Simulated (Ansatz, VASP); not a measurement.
# Two plane-wave programs on GaSb

```xyz
2
Lattice="0.0000 3.1077 3.1077 3.1077 0.0000 3.1077 3.1077 3.1077 0.0000" Properties=species:S:1:pos:R:3 pbc="T T T"
Ga    0.0000    0.0000    0.0000
Sb    4.6616    4.6616    4.6616
```

Alike in both runs: functional PBE; k mesh 16 × 16 × 16; occupations gaussian, width 0.1 eV; no spin polarisation.

Ansatz relaxed the structure, and its values are those at the end. VASP's run is a single point on that final structure, the one shown.

```csv
,VASP,Ansatz
version,VASP 6.6.1,Ansatz 0.2.0
potentials or method,"VASP PAW PBE potentials, release 64 (Ga_d, Sb)","scalar-relativistic, plane waves, PAW"
plane-wave cutoff (eV),520,420
valence electrons in the cell,18,28
```

```tsv
	VASP	Ansatz	Ansatz less VASP
gap on the k mesh at the Fermi level (eV)	none	none	-
pressure (GPa)	0.0	0.0	-0.06
```

A gap of «none» marks a metal or a gap that the smearing closes. The functional is the same, so the differences come from potentials, cutoffs and numerics. The two sets of potentials don't hold the same shells in valence.

The runs have no spin-orbit coupling, so splittings on Sb are missing.
